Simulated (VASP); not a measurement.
# TiTe₂: molecular dynamics at constant energy

TiTe₂, P-3m1 (no. 164), 12 atoms in the cell. PBE, molecular dynamics; PAW potentials Te, Ti (PBE set).

Ensemble: NVE; Starting temperature (K): 600.

## Input

INCAR:
```
GGA = PE ; PREC = Normal
ENCUT = 200 ; EDIFF = 1E-6
NELMIN = 4 ; NELM = 60
ALGO = Normal ; LREAL = Auto
LASPH = True ; ISMEAR = 0
SIGMA = 0.05 ; ISYM = 0
LWAVE = False ; LCHARG = False
IBRION = 0 ; NSW = 60
POTIM = 3.0 ; TEBEG = 600
ISIF = 2 ; RANDOM_SEED = 726353 0 0
MDALGO = 1 ; ANDERSEN_PROB = 0.0
KPAR = 2
```

KPOINTS:
```
k-points
0
Monkhorst-Pack
  2 2 2
```

POSCAR:
```
TiTe2
1.0
    7.5540000000      0.0000000000      0.0000000000
   -3.7770000000      6.5419559002      0.0000000000
    0.0000000000      0.0000000000      6.4980000000
Te Ti
8 4
Direct
    0.1666666667      0.3333333334      0.7372000000
    0.1666666667      0.8333333334      0.7372000000
    0.6666666666      0.3333333334      0.7372000000
    0.6666666666      0.8333333334      0.7372000000
    0.3333333334      0.1666666667      0.2628000000
    0.3333333334      0.6666666667      0.2628000000
    0.8333333333      0.1666666667      0.2628000000
    0.8333333333      0.6666666667      0.2628000000
    0.0000000000      0.0000000000      0.0000000000
    0.0000000000      0.5000000000      0.0000000000
    0.5000000000      0.0000000000      0.0000000000
    0.5000000000      0.5000000000      0.0000000000
```

Commands:
```
cat potpaw_PBE.64/Te/POTCAR potpaw_PBE.64/Ti/POTCAR > POTCAR
mpirun -np 2 vasp_std > vasp.out
```

## Result

- Rise of the mean potential energy above the start (meV/atom): 35.2
- Mean temperature (K): 304
- Electronic steps per ionic step after the first: 4.3

Course of the run:

| Time (fs) | Temperature (K) | Potential energy less the first (meV/atom) |
|---|---|---|
| 3 | 600 | 0.0 |
| 18 | 483 | 14.0 |
| 30 | 313 | 34.1 |
| 45 | 202 | 47.3 |
| 57 | 200 | 47.5 |
| 72 | 198 | 47.8 |
| 84 | 188 | 49.0 |
| 99 | 202 | 47.3 |
| 111 | 233 | 43.6 |
| 126 | 278 | 38.2 |
| 138 | 311 | 34.3 |
| 153 | 351 | 29.6 |
| 165 | 396 | 24.3 |
| 180 | 439 | 19.2 |

The mean temperature lies below the starting 600 K, since the atoms start on their sites and part of their kinetic energy turns into potential energy.

REPORT:
```
MDALGO =   1
         ANDERSEN_PROB =  0.00000000
               SCALING =       0
                 CNEXP =     9.000   14.000
           RANDOM_SEED =            726353                0                0

   original number of atomic DOF:         33
   number of independent constraints:      0
   number of active DOF:                  33

========================================
         MD step No.       1
========================================

  Atomic velocities initialized by STEP_tb

  >Energies
                    E_tot             E_pot             E_kin               EPS                ES
   e_b>   -0.63677429E+02   -0.64530718E+02    0.85328905E+00    0.00000000E+00    0.00000000E+00

  >Temperature
               T_sim     T_inst
   tmprt>    600.000    600.118

  >Thermostat, num. of collisions:                0

           RANDOM_SEED =            726353              144                0

[... steps left out ...]

========================================
         MD step No.      60
========================================

  >Energies
                    E_tot             E_pot             E_kin               EPS                ES
   e_b>   -0.63676686E+02   -0.64300257E+02    0.62357132E+00    0.00000000E+00    0.00000000E+00

  >Temperature
               T_sim     T_inst
   tmprt>    600.000    438.558

  >Thermostat, num. of collisions:                0

           RANDOM_SEED =            726353             4392                0
```

OSZICAR:
```
N       E                     dE             d eps       ncg     rms          rms(c)
DAV:   1     0.247282511859E+03    0.24728E+03   -0.12769E+04   936   0.633E+02
DAV:   2    -0.342813765438E+02   -0.28156E+03   -0.27097E+03  1089   0.194E+02
DAV:   3    -0.723301464121E+02   -0.38049E+02   -0.36322E+02  1264   0.670E+01
DAV:   4    -0.736590117547E+02   -0.13289E+01   -0.13214E+01  1168   0.148E+01
DAV:   5    -0.736893867917E+02   -0.30375E-01   -0.30360E-01  1138   0.262E+00    0.271E+01
DAV:   6    -0.728451562206E+02    0.84423E+00   -0.14364E+02  1310   0.442E+01    0.262E+01
DAV:   7    -0.659151892788E+02    0.69300E+01   -0.11846E+02  1332   0.527E+01    0.141E+01
DAV:   8    -0.648325005105E+02    0.10827E+01   -0.53690E+00  1188   0.956E+00    0.612E+00
DAV:   9    -0.645551136780E+02    0.27739E+00   -0.32710E+00  1416   0.795E+00    0.297E+00
DAV:  10    -0.645535015323E+02    0.16121E-02   -0.67039E-01  1402   0.371E+00    0.183E+00
DAV:  11    -0.645554760587E+02   -0.19745E-02   -0.12839E-01  1368   0.159E+00    0.166E+00
DAV:  12    -0.645327355953E+02    0.22740E-01   -0.76793E-02  1416   0.124E+00    0.109E+00
[... left out ...]
     58 T=   428. E= -.63676507E+02 F= -.64285242E+02 E0= -.64279336E+02  EK= 0.60873E+00 SP= 0.00E+00 SK= 0.00E+00
     59 T=   435. E= -.63676582E+02 F= -.64295061E+02 E0= -.64289259E+02  EK= 0.61848E+00 SP= 0.00E+00 SK= 0.00E+00
[... last step whole ...]
       N       E                     dE             d eps       ncg     rms          rms(c)
DAV:   1    -0.643002623525E+02   -0.52019E-02   -0.15481E-03  1028   0.103E+00    0.128E-02
DAV:   2    -0.643002635966E+02   -0.12441E-05   -0.23198E-04  1187   0.692E-02    0.219E-02
DAV:   3    -0.643002567514E+02    0.68452E-05   -0.43000E-05  1320   0.327E-02    0.779E-03
DAV:   4    -0.643002568559E+02   -0.10452E-06   -0.41904E-06  1001   0.907E-03
     60 T=   439. E= -.63676686E+02 F= -.64300257E+02 E0= -.64294567E+02  EK= 0.62357E+00 SP= 0.00E+00 SK= 0.00E+00
```

Limits: 180 fs of 12 atoms are too short for converged averages.

VASP 6.6.1 took 689 s on 2 cores (Intel Xeon Platinum 8259CL @ 2.50GHz (Skylake/Cascade Lake)), a shared host.
